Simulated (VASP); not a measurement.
# MoS2 in VASP: a series of runs, part 2 of 2

VASP 6.6.1. The steps go on from the part before.

### 4 Relaxation of cell and atoms, PBE+D3(BJ)

This run uses another cell than the first one: it holds 6 atoms, not 3.

Contents of INCAR:

```
SYSTEM = MoS2
  ALGO = Normal
  EDIFF = 1E-6
  EDIFFG = -0.005
  ENCUT = 600
  GGA = PE
  IBRION = 2
  ISIF = 3
  ISMEAR = 0
  IVDW = 12
  KPAR = 2
  LASPH = .TRUE.
  LCHARG = .FALSE.
  LREAL = .FALSE.
  LWAVE = .FALSE.
  NELM = 100
  NSW = 60
  PREC = Accurate
  SIGMA = 0.02
```

Contents of KPOINTS:

```
k-points
0
G
  8 8 4
  0 0 0
```

Contents of POSCAR:

```
MoS2
1.0
    3.1690000000      0.0000000000      0.0000000000
   -1.5845000000      2.7444345046      0.0000000000
    0.0000000000      0.0000000000     12.3240000000
Mo S
2 4
Direct
    0.6666666667      0.3333333333      0.7500000000
    0.3333333333      0.6666666667      0.2500000000
    0.6666666667      0.3333333333      0.3770000000
    0.3333333333      0.6666666667      0.8770000000
    0.6666666667      0.3333333333      0.1230000000
    0.3333333333      0.6666666667      0.6230000000
```

Potentials or basis: VASP PAW PBE potentials, release 64 (Mo_sv, S).

Launch:

```bash
$ cat potpaw_PBE.64/Mo_sv/POTCAR potpaw_PBE.64/S/POTCAR > POTCAR
$ mpirun -np 2 vasp_std > vasp.out
```

OUTCAR:

```text
SYSTEM = MoS2
   EDIFF = 1E-6
   EDIFFG = -0.005
   ENCUT = 600
   GGA = PE
   IBRION = 2
   ISIF = 3
   ISMEAR = 0
   IVDW = 12
   LASPH = .TRUE.
   LREAL = .FALSE.
   NELM = 100
   NSW = 60
   PREC = Accurate
 IVDW          = 12

 ion  position               nearest neighbor table
   1  0.667  0.333  0.750-   4 2.41   6 2.41   4 2.41   6 2.41   4 2.41   6 2.41
   2  0.333  0.667  0.250-   3 2.41   5 2.41   3 2.41   5 2.41   3 2.41   5 2.41
   3  0.667  0.333  0.377-   2 2.41   2 2.41   2 2.41
   4  0.333  0.667  0.877-   1 2.41   1 2.41   1 2.41
   5  0.667  0.333  0.123-   2 2.41   2 2.41   2 2.41
   6  0.333  0.667  0.623-   1 2.41   1 2.41   1 2.41

  LATTYP: Found a hexagonal cell.
 ALAT       =     3.1690000000
 C/A-ratio  =     3.8889239508

  Lattice vectors:

 A1 = (   3.1690000000,   0.0000000000,   0.0000000000)
 A2 = (  -1.5845000000,   2.7444345046,   0.0000000000)
 A3 = (   0.0000000000,   0.0000000000,  12.3240000000)

Analysis of symmetry for initial positions (statically):
[... 406 lines left out ...]
--------------------------------------- Ionic step       11  -------------------------------------------

 number of electron      51.9999995 magnetization

 Free energy of the ion-electron system (eV)
  ---------------------------------------------------
  ext. energy  EPLUGINS =         0.00000000
  ---------------------------------------------------
  free energy    TOTEN  =       -43.54623840 eV

  energy without entropy =      -43.54623840  energy(sigma->0) =      -43.54623840

 E-fermi :   8.0667     XC(G=0): -11.0167

 val. band max:        7.9551427043   @ k =   0.0000   0.0000   0.0000
 cond. band min:       8.8550100058   @ k =   0.2500   0.1250   0.0000
 fundamental gap:      0.8998673015
 Fermi energy:         8.0666703170

 k-point     1 :       0.0000    0.0000    0.0000
  band No.  band energies     occupation
      1     -53.5843      2.00000
      2     -53.5843      2.00000
      3     -27.7493      2.00000
      4     -27.7491      2.00000
      5     -27.5072      2.00000
      6     -27.5072      2.00000
[... 805 lines left out ...]
     30       9.7732      0.00000
     31      11.0641      0.00000

 [... further k-points ...]

------------------------ aborting loop because EDIFF is reached ----------------------------------------

 Edisp (eV)   -2.62650

 E8    (eV) :    -1.0590
[... 29 lines left out ...]
  FREE ENERGIE OF THE ION-ELECTRON SYSTEM (eV)
  ---------------------------------------------------
  free  energy   TOTEN  =       -46.1727407609 eV

  energy  without entropy=      -46.1727407609  energy(sigma->0) =      -46.17274076

 reached required accuracy - stopping structural energy minimisation
```

CONTCAR:

```text
MoS2
   1.00000000000000
     3.1487979892681532    0.0000000000000000   -0.0000000000000000
    -1.5743989946340766    2.7269390500985575    0.0000000000000000
    -0.0000000000000000    0.0000000000000000   12.0876330770381841
  Mo              S
     2     4
Direct
     0.6666666667000030    0.3333333332999970    0.7500000000000000
     0.3333333332999970    0.6666666667000030    0.2500000000000000
     0.6666666667000030    0.3333333332999970    0.3794849921560321
     0.3333333332999970    0.6666666667000030    0.8794849921560323
     0.6666666667000030    0.3333333332999970    0.1205150078439678
     0.3333333332999970    0.6666666667000030    0.6205150078439677

  0.00000000E+00  0.00000000E+00  0.00000000E+00
  0.00000000E+00  0.00000000E+00  0.00000000E+00
  0.00000000E+00  0.00000000E+00  0.00000000E+00
  0.00000000E+00  0.00000000E+00  0.00000000E+00
  0.00000000E+00  0.00000000E+00  0.00000000E+00
  0.00000000E+00  0.00000000E+00  0.00000000E+00
```

It took 4.8 min on 2 MPI ranks of AMD EPYC 9R45 (Zen 5), shared host; peak memory 0.31 GiB.

Results:

```yaml
Free_energy: -46.1727 eV
Relaxed_volume: 17.30 Å³/atom
Relaxed_cell: a = 3.149 Å, b = 3.149 Å, c = 12.088 Å, α = 90.00°, β = 90.00°, γ = 120.00°
Space_group_after_relaxing_to_0.05_Å: P6_3/mmc (No. 194)
Energy_gained_by_relaxing: 2.8 meV/atom
Ionic_steps: 11
Pressure_after_relaxing: 0.0 GPa
Band_gap_on_the_k_mesh: 0.90 eV, indirect (least direct gap 1.98 eV)
Dispersion_energy_per_atom: -0.438 eV
```

Step by step:
| step | energy change (eV) | largest force (eV/Å) | pressure (GPa) | volume (Å³) |
| --- | --- | --- | --- | --- |
| 1 | 0.0000 | 0.0752 | -2.05 | 107.18 |
| 2 | 0.0162 | 0.5249 | 3.46 | 103.68 |
| 3 | -0.0088 | 0.1417 | -0.09 | 105.86 |
| 4 | -0.0114 | 0.0582 | -0.06 | 105.44 |
| 5 | -0.0115 | 0.0366 | -0.06 | 105.33 |
| 6 | -0.0130 | 0.0354 | -0.03 | 105.08 |
| 7 | -0.0161 | 0.0308 | 0.07 | 104.30 |
| 8 | -0.0149 | 0.0194 | 0.40 | 102.75 |
| 9 | -0.0168 | 0.0306 | 0.21 | 103.72 |
| 10 | -0.0146 | 0.1344 | -1.01 | 104.15 |
| 11 | -0.0170 | 0.0013 | -0.01 | 103.79 |

Final structure:
```
CELL_PARAMETERS angstrom
3.14880 0.00000 0.00000
-1.57440 2.72694 0.00000
0.00000 0.00000 12.08763
ATOMIC_POSITIONS crystal
Mo 0.66667 0.33333 0.75000
Mo 0.33333 0.66667 0.25000
S 0.66667 0.33333 0.37949
S 0.33333 0.66667 0.87948
S 0.66667 0.33333 0.12051
S 0.33333 0.66667 0.62052
```

### 5 For comparison

An earlier run on the cell as given: functional PBEsol; potentials or basis VASP PAW PBE potentials, release 64 (Mo_sv, S); cutoff 520 eV; k mesh 10 × 10 × 3; occupations fermi-dirac, width 0.05 eV; no spin polarisation.

- Pressure: -3.0 GPa
- Largest force: 0.312 eV/Å
- Band gap on the k mesh: 0.90 eV, indirect (least direct gap 1.87 eV)
